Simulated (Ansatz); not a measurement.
**MgSi: relaxation of cell and atoms with PBEsol**

The system is MgSi.

```
Si Mg
1.0
     2.90839    0.00000    0.00000
     0.00000    2.90839    0.00000
     0.00000    0.00000    4.10343
Si Mg
1 1
Direct
  0.50000 0.50000 0.50000
  0.00000 0.00000 0.00000
```

The cell comes from a database or a generator and needn't be the stable form of this composition.

| Property | Result |
| --- | --- |
| Program | Ansatz 0.2.0 |
| Task | relaxation of cell and atoms |
| Functional | PBEsol |
| Potentials or basis | all-electron LAPW, scalar-relativistic |
| Basis error allowed | 0.001 eV/atom |
| k mesh | 9 × 9 × 7 |
| Occupations | fermi-dirac, width 0.05 eV |
| Spin | no spin polarisation |
| Target pressure | 5 GPa |

```
Relaxed volume                                         : 15.99 Å³/atom
Relaxed cell                                           : a = 2.881 Å, b = 2.881 Å, c = 3.853 Å, α = 90.00°, β = 90.00°, γ = 90.00°
Space group after relaxing (to 0.05 Å)                 : P4/mmm (No. 123)
Energy change on relaxing (the enthalpy is what falls) : +1.3 meV/atom
Ionic steps                                            : 6
Pressure after relaxing                                : 5.0 GPa
```

The path:
```
step  energy change (eV)  largest force (eV/Å)  volume (Å³)
   1              0.0000                0.0000        34.71
   2              0.0017                0.0000        32.05
   3              0.0048                0.0000        31.91
   4              0.0028                0.0000        31.97
   5              0.0027                0.0000        31.98
   6              0.0026                0.0000        31.98
```

Final structure:
```yaml
crystal:
  lattice:
    - [2.88093, 0.00000, 0.00000]
    - [0.00000, 2.88093, 0.00000]
    - [0.00000, 0.00000, 3.85259]
  atoms:
    - { symbol: Si, position: [0.50000, 0.50000, 0.50000] }
    - { symbol: Mg, position: [0.00000, 0.00000, 0.00000] }
```

Run time: 33 s on 1 thread of Intel(R) Xeon(R) Processor @ 2.50GHz (Skylake/Cascade Lake), with other jobs on the host, peak memory 0.29 GiB.
